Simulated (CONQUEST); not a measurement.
# WS2 (Tungstenite) in CONQUEST: convergence with k mesh

Input of the first run (k mesh 1 × 1 × 1); the others differ in this setting and in those tied to it:

File Conquest_input:

```
IO.Title WS2
IO.Coordinates coords.dat
IO.FractionalAtomicCoords T
IO.Iprint 2
IO.Iprint_init 1
General.NumberOfSpecies 2
General.PseudopotentialType hamann
AtomMove.TypeOfRun static
AtomMove.FullStress T
Grid.GridCutoff 120
DM.SolutionMethod diagon
Diag.MPMesh T
Diag.GammaCentred T
Diag.MPMeshX 1
Diag.MPMeshY 1
Diag.MPMeshZ 1
Diag.kT 0.00183747
minE.SCTolerance 1e-6
SC.MaxIters 100
IO.AtomChargeOutput T
SC.KerkerPreCondition T
SC.KerkerFactor 0.3
SC.LinearMixingFactor 0.3
%block ChemicalSpeciesLabel
1 183.850 W
2 32.070 S
%endblock
```

File coords.dat:

```
    6.0093290763     0.0000000000     0.0000000000
    0.0000000000    10.4084632794     0.0000000000
    0.0000000000     0.0000000000    23.6215765578
12
  0.0043965000   0.3326885000   0.2426810000 1 T T T
  0.5043965000   0.8326885000   0.2426810000 1 T T T
  0.4632340000   0.1964090000   0.7569680000 1 T T T
  0.9632340000   0.6964090000   0.7569680000 1 T T T
  0.4511995000   0.8276025000   0.6334340000 2 T T T
  0.9511995000   0.3276025000   0.6334340000 2 T T T
  0.4964625000   0.1770445000   0.1160400000 2 T T T
  0.9964625000   0.6770445000   0.1160400000 2 T T T
  0.0335225000   0.3373975000   0.8800640000 2 T T T
  0.5335225000   0.8373975000   0.8800640000 2 T T T
  0.0341270000   0.6467170000   0.3790170000 2 T T T
  0.5341270000   0.1467170000   0.3790170000 2 T T T
```

Potentials or basis: PseudoDojo NC PBE, DZP, grid cutoff 120 Ha.

Run with:

```sh
$ OMP_NUM_THREADS=1 Conquest
```

The cell isn't the ideal one: atoms moved at random.

Hardware: 1 thread of Intel(R) Xeon(R) CPU @ 2.60GHz (Ice Lake), with other jobs on the host.

```tsv
k mesh	energy less the tightest run, at zero smearing (meV/atom)	pressure (GPa)	largest force (eV/Å)	gap on the mesh (eV)	SCF cycles	CPU time (s)	peak memory (GiB)
1 × 1 × 1	1181.04	11.63	6.488	0.809	21	120	1.8
2 × 1 × 1	128.21	5.95	5.800	1.089	18	110	1.8
3 × 2 × 1	29.59	5.75	4.670	1.028	18	120	1.8
4 × 2 × 1	19.24	5.64	4.762	1.065	18	120	1.8
5 × 3 × 2	0.66	5.26	4.669	1.084	18	170	1.8
6 × 4 × 2	0.42	5.26	4.659	0.928	18	210	1.8
7 × 4 × 2	0.14	5.25	4.661	0.941	18	230	1.8
8 × 5 × 3	0.05	5.25	4.660	1.034	18	290	1.8
10 × 6 × 3	0.00	5.25	4.660	0.946	18	410	1.8
12 × 7 × 3	0.00	5.25	4.660	0.961	18	480	1.8
```

Against the tightest run, the energy stays within 1 meV/atom from 5 × 3 × 2 on; the pressure stays within 0.1 GPa from 5 × 3 × 2 on; the largest force stays within 0.005 eV/Å from 6 × 4 × 2 on. Not settled before the last step: the gap on the mesh (to 0.01 eV). Meshes of other sizes hit other points, so gaps and Fermi surfaces needn't settle smoothly. The tightest run that finished is the yardstick and may itself not be fully converged.

Caveat, for the tightest run too: spin-orbit coupling is left out, which moves the levels of the heavy elements; an odd mesh through Γ misses points on the zone boundary, where band edges often lie; the basis of atomic orbitals isn't converged, which shifts pressures, moduli and gaps.
